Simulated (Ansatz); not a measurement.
Runs of Ansatz 0.2.0 on ZnS (Wurtzite-2H). It takes space group P6_3mc (No. 186, hexagonal). Conventional cell: a = 3.811 Å, b = 3.811 Å, c = 6.234 Å, α = 90.00°, β = 90.00°, γ = 120.00°. Zn (site symmetry 3m) is surrounded by 4 S at 2.31 to 2.40 Å. Around S (site symmetry 3m) lie 4 Zn at 2.31 to 2.40 Å. 

```tsv
task	level	potentials or basis	cell	k mesh	cutoff (eV)	points for each segment of the path	mesh quality	gap on the mesh (eV)	pressure (GPa)	V0 of scaled cells (Å³/atom)	relaxed volume (Å³/atom)	B0 (GPa)	largest force (eV/Å)
equation of state	RPBE+D4	Ansatz PAW	as given	8 × 8 × 5	420	-	not flagged	-	-	19.34	-	(a)	-
band structure	rPW86-PBE	Ansatz PAW	as given	8 × 8 × 5	420	14	not flagged	2.15	5.0	-	-	-	0.33
relaxation of cell and atoms	PBEsol	Ansatz PAW	relaxed	8 × 8 × 5	420	-	not flagged	2.15	0.0	-	(c)	-	-
band structure	r2SCAN	Ansatz PAW	as given	8 × 8 × 5	500	14	not flagged	2.82	(b)	-	-	-	0.32
single point	PBE	Ansatz PAW	as given	8 × 8 × 5	500	-	not flagged	2.25	2.3	-	-	-	0.32
equation of state	PBE	Ansatz PAW accurate	as given	8 × 8 × 5	800	-	not flagged	-	-	20.23	-	69	-
equation of state	LDA	Ansatz PAW	as given	8 × 8 × 5	420	-	not flagged	-	-	18.63	-	(d)	-
relaxation of cell and atoms	HSEsol	Ansatz PAW	relaxed	4 × 4 × 3	420	-	coarse	3.37	0.0	-	19.36	-	-
```

Alike in all rows: no spin polarisation; smearing fermi-dirac 0.05 eV.

Problem. Estimate the missing entries.

Solution. (a) 74; (b) 0.1; (c) 19.22; (d) 86.

Caveats: some runs use coarse meshes; the PAW data sets come from PBE, with cores solved anew for the run's functional, which leaves a small shift of forces and pressure (some runs); the cell was scaled at fixed shape and fractional positions, which overstates the stiffness of a crystal with free parameters, most of all of layers and chains (some runs); odd divisions of the mesh miss points on the zone boundary, where band edges often lie, so the gap on the mesh can be too wide (some runs); the plane-wave basis is chosen anew once the cell has moved, so the energies of steps on either side of that aren't comparable (some runs); the potentials were made for another functional, which shifts forces and pressure (some runs).

